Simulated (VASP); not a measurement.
# CaO: optical spectrum of independent particles, by functional

CaO, Fm-3m (no. 225), 2 atoms in the cell.

| Functional | ε at zero frequency, electronic | Mean energy of the absorption, weighted by Im ε (eV) | Refractive index at 633 nm | Refractive index at 1064 nm | Direct gap on the mesh (eV) | Time (s) |
|---|---|---|---|---|---|---|
| PBE | 3.88 | 9.79 | 2.02 | 1.99 | 4.01 | 5.2 |
| LDA | 4.01 | 9.69 | 2.06 | 2.02 | 3.84 | 4.6 |
| PBEsol | 3.96 | 9.73 | 2.04 | 2.01 | 3.92 | 5.9 |
| r2SCAN | 3.52 | 10.42 | 1.91 | 1.89 | 4.56 | 30 |
| TB-mBJ | 3.09 | 10.83 | 1.78 | 1.76 | 5.57 | 29 |

Limits: The 8×8×8 mesh is coarse for a spectrum: peaks stand apart that a denser mesh merges; the pull between electron and hole is left out; rows 1, 2, 3, 4: the onset follows the functional's gap, which semilocal functionals usually make too small.

## Input of the first row

INCAR:
```
SYSTEM = CaO
PREC     = Accurate       ! precision mode
ENCUT    = 460            ! plane-wave cutoff, eV
ISMEAR   = 0              ! smearing method
SIGMA    = 0.02           ! smearing width, eV
EDIFF    = 1E-7           ! SCF threshold, eV
LASPH    = .TRUE.         ! aspherical terms in the spheres
KPAR     = 4            
LWAVE    = .TRUE.         ! write WAVECAR
LCHARG   = .FALSE.        ! write CHGCAR
LOPTICS  = .TRUE.         ! frequency-dependent dielectric function
ALGO     = Normal         ! electronic algorithm
NBANDS   = 24             ! bands
NEDOS    = 2000           ! points of the DOS
CSHIFT   = 0.1          
GGA      = PE             ! functional
```

KPOINTS:
```
k-points
0
Gamma
  8 8 8
```

POSCAR:
```
CaO
1.0
    0.0000000000      2.4035556960      2.4035556960
    2.4035556960      0.0000000000      2.4035556960
    2.4035556960      2.4035556960      0.0000000000
Ca O
1 1
Direct
    0.0000000000      0.0000000000      0.0000000000
    0.5000000000      0.5000000000      0.5000000000
```

Commands:
```
cat potpaw_PBE.64/Ca_sv/POTCAR potpaw_PBE.64/O/POTCAR > POTCAR
mpirun -np 4 vasp_std > vasp.out
```

Changes of row 4 against the first:
```
- GGA = PE
+ METAGGA = R2SCAN
+ LMIXTAU = True
```

VASP 6.6.1 took 5.2 s on 4 cores (AMD EPYC 9R45 (Zen 5)), a shared host.
